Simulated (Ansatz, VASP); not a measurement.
Rh in VASP and in Ansatz

Contents of POSCAR:

```
Rh
1.0
    0.0000000000      1.9008071574      1.9008071574
    1.9008071574      0.0000000000      1.9008071574
    1.9008071574      1.9008071574      0.0000000000
Rh
1
Direct
    0.0000000000      0.0000000000      0.0000000000
```

Contents of INCAR.step1:

```
ALGO = Normal ; EDIFF = 1E-4
ENCUT = 520 ; GGA = PE
ISMEAR = 1 ; LASPH = T
LCHARG = F ; LREAL = F
LWAVE = T ; NBANDS = 14
NELM = 100 ; PREC = Accurate
SIGMA = 0.01
```

The input INCAR.step2:

```
ALGO = Normal ; EDIFF = 1E-6
ENCUT = 520 ; ISIF = 2
ISMEAR = 1 ; ISTART = 1
LASPH = T ; LCHARG = F
LMIXTAU = T ; LREAL = F
LWAVE = F ; METAGGA = R2SCAN
NBANDS = 14 ; NELM = 100
PREC = Accurate ; SIGMA = 0.01
```

KPOINTS

```
k-points
0
Gamma
  14 14 14
```

Input for Ansatz:

```yaml
crystal:
  lattice:
    - [0.0, 1.9008071574, 1.9008071574]
    - [1.9008071574, 0.0, 1.9008071574]
    - [1.9008071574, 1.9008071574, 0.0]
  atoms:
    - { symbol: Rh, position: [0.0, 0.0, 0.0] }
hamiltonian:
  xc: r2scan
  pseudopotentials:
    kind: paw
    azcp:
      Rh: "pseudopotentials/Rh.paw.azcp"
basis:
  ecutwfc: 500
  fft_grid_basis: typed
kpoints:
  mp_grid: { grid: [14, 14, 14], shift: [0, 0, 0] }
magnetization:
  spin_polarized: false
scf:
  occupations: { method: methfessel_paxton, width: 0.01 }
  lower_state_search: "off"
output:
  stress: true
```

Alike in both runs: task single point; functional r2SCAN; k mesh 14 × 14 × 14; occupations methfessel-paxton of order 1, width 0.01 eV; no spin polarisation.

```csv
,VASP,Ansatz
version,VASP 6.6.1,Ansatz 0.2.0
potentials or method,"VASP PAW PBE potentials, release 64 (Rh_pv)","plane waves (500 eV) with PAW, scalar-relativistic"
plane-wave cutoff (eV),520,500
valence electrons in the cell,15,17
```

```tsv
	VASP	Ansatz	Ansatz less VASP
pressure (GPa)	0.8	-0.4	-1.21
```

The two sets of potentials don't hold the same shells in valence.

Caveats: the PAW data sets were made with another functional, which shifts forces and pressure a little (VASP).
